# Five hexagonal metals without their names

**Question.** Which metal belongs to which letter, and which clues decide it? All five crystals are hexagonal close packed, with two equivalent atoms in the cell. In the column heads, M stands for the metal atom. The candidates are listed with the table.

Ansatz 0.2.0, PBE with frozen-core PAW, scalar-relativistic, for hexagonal close-packed Ti, Co, Ni, Ru and Ir (P6_3/mmc, two atoms per cell) in fixed cells. Cutoff 420 eV, Fermi-Dirac smearing 0.03 to 0.08 eV, k meshes 13×13×7 to 17×17×9; collinear spin, started parallel, only in the rows that list a moment. Löwdin populations use the free atom's shells, without empty p shells. Candidates: Ti, Co, Ni, Ir, Ru.

```csv
row,outer s electrons on M (e),outer d electrons on M (e),net moment of the cell (none: run without spin) (muB),largest site moment (muB)
A,0.79,7.17,none,none
B,0.96,7.84,3.25,1.70
C,0.94,3.00,none,none
D,0.96,8.83,1.31,0.69
E,0.97,7.84,none,none
```

## Counting electrons from below

The two population columns tell how many electrons sit in the outer s and outer d shells of one atom. To get them, the calculated electron waves are compared with atom-like functions that have been made independent of each other, so that no electron is counted twice. Whatever part of a wave these functions fail to describe is left out of the count. The set has no outer p shell, so some of the density between the atoms is bound to escape it.

This gives the count a direction. The sum of s and d may fall short of the number of valence electrons, but it should hardly exceed it. The whole set cannot count more electrons than there are, and the inner shells, which are practically full, already account for their own share. Each sum is therefore a lower bound. The candidates bring 4 valence electrons (Ti), 8 (Ru), 9 (Co and Ir) and 10 (Ni).

Row D comes first, since it has the highest sum: 0.96 + 8.83 = 9.79 electrons. An atom with nine valence electrons cannot supply that many, and only nickel has ten. D is nickel.

Rows B and E follow with 8.80 and 8.81 electrons. Both need an atom with at least nine, and with nickel taken, only cobalt and iridium remain. Row A, at 7.96, needs at least eight electrons and so takes ruthenium. Row C, at 3.94, is left with titanium, whose four electrons it nearly matches.

## Why the d column alone misleads

A quicker way would be to compare the d column with the textbook configurations of the free atoms. These have two d electrons in titanium, seven in cobalt, ruthenium and iridium, and eight in nickel. Rows B and E, each with 7.84, would then both look like nickel. Row D, with 8.83, would look like an atom with nine d electrons, and no candidate has nine.

The configurations are right for single atoms, but a metal shares out its electrons differently. The outer s orbitals reach far and overlap strongly with those of the neighbours, so their energies spread into a broad band. The d orbitals are more compact and form narrower bands within the same range of energy. Electrons fill all these states up to one common level, the Fermi level. A good part of the s band lies above that level and stays empty, while d states below it take the electrons.

A free atom with two outer s electrons therefore ends up in the metal with roughly one, and its d shell gains most of the other. The s column fits this picture: it lies close to one in four rows and at 0.79 in row A. That the band widths are the cause is the standard theory of these metals; the populations show only the outcome. The value near one belongs to this set of functions; with an outer p shell added, part of it would be counted as p. For a neighbouring transition metal, a sensible first guess is thus about one electron of s and p kind together, with the other valence electrons in the d shell.

## B or E: the size of the shell

The populations cannot tell cobalt from iridium. The two sums differ by 0.01 electrons, which is no more than the last printed digit. This is reasonable for two metals of the same group, since they have the same number of valence electrons to distribute. It does not mean that their bonds are alike, because the count ignores how far the orbitals reach.

The volume per atom supplies that information. It is not among the columns shown above, so it is brought in here as a further clue from the same crystals. An atom in E takes up 14.56 Å³ and one in B 10.87 Å³, so E is larger by 34%. Both cells had been relaxed with PAW beforehand, so the comparison does not mix a measured size with a computed one. The shortest distances between atoms, 2.73 Å in E and 2.48 Å in B, repeat the same clue, as they must in two crystals that are packed in nearly the same way.

The reason lies in the shape of the d orbitals. Cobalt binds with 3d electrons, the first d shell of any atom, which has no inner d shell to avoid. Iridium binds with 5d electrons, which must be orthogonal to the 3d and 4d shells beneath them, and this pushes their weight outwards. The 5d orbitals can therefore overlap well at a greater distance, while the larger filled shells beneath them keep the neighbours from coming closer. E is iridium and B is cobalt.

This step is safe because B and E have the same d filling, so a difference in filling cannot be what sets their sizes apart. Read as a general rule, "large volume means heavy atom" would fail on row C, which has the largest volume of all, 17.66 Å³ per atom, and yet belongs to the lightest candidate. The cell of C is a measured one, unlike those of B and E, but a lead of 21% over E is too large to come from that. Titanium stands near the start of its series, where the nuclear charge pulls less strongly on the outer electrons and few d electrons are there to bind. Size thus depends on the column of the periodic table as well as on the row, and the column has to be settled first.

## A second look at B and D through their magnetism

Rows B and D also carry magnetic moments, and these can test the order found from the populations. The word "none" in the other rows means that the calculation was run without spin. It is a choice made beforehand and not a computed zero, so a missing moment should not count as evidence. The two moments that are given are results, and they can be used, with one reservation: each run started from parallel moments, and a magnetic run can settle in a state above the lowest one. That of B also supports cobalt over iridium, which has no ordered moment as a metal.

The net moment belongs to the whole cell and has to be halved. That gives 1.62 μB per atom for B and 0.65 μB for D, where μB is the Bohr magneton, the moment of one unpaired electron spin. The metal with more valence electrons has the smaller moment.

A short model explains this. Let N↑ be the number of valence electrons per atom with the majority spin and N↓ the number with the minority spin. Their sum is the valence count N, and their difference is the moment m in Bohr magnetons. Eliminating N↓ gives

m = N↑ − N↓ = 2N↑ − N.

In B, the majority d bands lie below the Fermi level and are full. Suppose that they are full in D as well, and that N↑ stays the same. The one electron that nickel has more than cobalt must then enter the minority bands, where it cancels one unpaired spin. The moment should fall by one Bohr magneton.

**Estimate.** Starting from the moment of B, the model predicts 1.62 − 1 = 0.62 μB per atom for D. The calculation gives 0.65 μB, so the estimate is low by about 4% of D's moment. The moment of B went in as the starting point; that of D was not used.

The electron counts by spin, taken from the same two calculations, show where the added electron goes. From B to D, the minority spin gains 0.99 electrons per atom and the majority spin only 0.01. These counts are the moments written in another way, since the total is fixed in each metal, so they are not a separate test. They do show where the miss comes from: the formula counts any change in N↑ twice. The rule holds as long as the majority d bands stay full, the few majority electrons outside them hardly change in number, and the minority d bands have room for the added electron.

## What is sure before the names come back

Nickel is the firmest assignment, since no other candidate has enough electrons for row D. Ruthenium and titanium follow by elimination, provided that each candidate is used once. Cobalt and iridium are ambiguous from the populations alone and become sure once the volumes are compared.

The order of the clues matters. By volume alone, B and D could not be told apart, for their 10.87 and 10.93 Å³ per atom differ by less than 1%. The electron count separates them by almost a whole electron. Counting first and measuring size second settles all five rows.

The rows with their labels:

```csv
element,Z,group,period,cell,volume (Å³/atom),shortest distance from M (Å),outer s electrons on M (e),outer d electrons on M (e),net moment of the cell (none: run without spin) (muB),largest site moment (muB)
Ti,22,4,4,measured cell (COD),17.66,2.90,0.94,3.00,none,none
Co,27,9,4,relaxed with PAW,10.87,2.48,0.96,7.84,3.25,1.70
Ni,28,10,4,relaxed with PAW,10.93,2.48,0.96,8.83,1.31,0.69
Ru,44,8,5,measured cell (COD),13.57,2.65,0.79,7.17,none,none
Ir,77,9,6,relaxed with PAW,14.56,2.73,0.97,7.84,none,none
```

## Notes after the reveal

The letters were A = Ru, B = Co, C = Ti, D = Ni and E = Ir, as assigned. Only cobalt and nickel were run with spin.

The lower bound held in every row. The sums fall short of the valence count by 0.04 electrons in ruthenium and by up to 0.21 in nickel, so the nearest whole number gives the right count each time. As a measure of the s and d electrons themselves, the columns are less exact, because another choice of atomic functions would move them somewhat.

The shortfall must not be read as a charge. Both atoms in each cell are equivalent, so neither can take electrons from the other, and each is neutral. Nickel has not lost a fifth of an electron; that part of its density lies in waves which the s and d functions do not describe. Anyone who uses such populations to judge charge transfer in a compound should first look at the pure metal, where the true charge is known to be zero.

Ruthenium shows why the starting point matters when electrons are said to move from s to d. Its free atom already has only one outer s electron, so its d count rises by just 0.17 on going to the metal, against 0.84 in cobalt. Why its s population in the metal is lower than that of the other four is not settled by these results. The free atom offers a hint: it already prefers a seventh d electron to a second s electron, so the 4d shell may compete better for electrons in the metal too.

Two rows describe crystals that are not the ordinary form of the element. Nickel and iridium normally adopt the face-centred cubic structure, so their values here belong to less stable hexagonal forms. Spin–orbit coupling was also left out. It is strong in iridium, where it splits the 5d bands and may shift the populations a little. The choice of atomic functions can shift them too, so the close match between cobalt and iridium should not be pressed to the second decimal.
